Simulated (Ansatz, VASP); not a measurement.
# NaF (Villiaumite) in VASP and in Ansatz

```xyz
2
Lattice="0.0000 2.3501 2.3501 2.3501 0.0000 2.3501 2.3501 2.3501 0.0000" Properties=species:S:1:pos:R:3 pbc="T T T"
Na    0.0000    0.0000    0.0000
F     2.3501    2.3501    2.3501
```

Alike in both runs: functional PBE; k mesh 10 × 10 × 10; occupations fermi-dirac, width 0.02 eV; no spin polarisation.

Ansatz relaxed the structure, and its values are those at the end. VASP's run is a single point on that final structure, the one shown.

|  | VASP | Ansatz |
| --- | --- | --- |
| version | VASP 6.6.1 | Ansatz 0.2.0 |
| potentials or method | VASP PAW PBE potentials, release 64 (Na_pv, F) | PAW plane waves |
| plane-wave cutoff (eV) | 520 | 420 |
| valence electrons in the cell | 14 | 16 |

VASP gave:

| Property | Result |
| --- | --- |
| gap on the k mesh at the Fermi level (eV) | 6.07 |
| pressure (GPa) | -0.1 |

**Question.** Estimate Ansatz's values.

**Answer.** gap on the k mesh at the Fermi level (eV): 6.09; pressure (GPa): 0.0.

With one functional, cell and mesh, what is left measures potentials, basis and numerics. The two sets of potentials don't hold the same shells in valence.

A k mesh can miss the band edges.
